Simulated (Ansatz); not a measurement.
`NC(N)=O`. Total charge 0; spin multiplicity 1.

Cartesian coordinates in Å:
```
N -0.0854 -0.4462 1.0898
C 0.2983 -0.3367 -0.2276
N -0.2040 0.7727 -0.8690
O 1.0151 -1.1458 -0.7744
H 0.4363 -1.1373 1.6018
H -0.2934 0.3965 1.5983
H -0.0875 0.7438 -1.8678
H -1.0794 1.1529 -0.5511
```

What are the harmonic wavenumbers in cm⁻¹ at PBE0-D4/def2-TZVP (Ansatz, finite differences of forces, unscaled)? (Estimate.)

Ansatz gave: 374, 439, 475, 539, 544, 582, 792, 973, 1049, 1180, 1434, 1629, 1633, 1825, 3604, 3609, 3723, 3723.

Is this a minimum?

Yes, all 18 modes are real.

Give the ideal-gas thermochemistry at 298.15 K and 1 bar (rigid rotor, harmonic oscillator; point group C2, symmetry number 2).

Zero-point energy 168.2 kJ/mol; H(298) − E = 182.3 kJ/mol; entropy 273.1 J/(mol·K), of which translation 159.9, rotation 93.5, vibration 19.6; G(298) − E = 100.9 kJ/mol.

And at 400, 500, 600, 800 and 1000 K?


```csv
T (K),H − E (kJ/mol),S (J/mol/K),G − E (kJ/mol)
400,190.6,296.6,71.9
500,200.0,317.6,41.2
600,210.5,336.8,8.4
800,234.0,370.5,-62.4
1000,260.1,399.5,-139.4
```
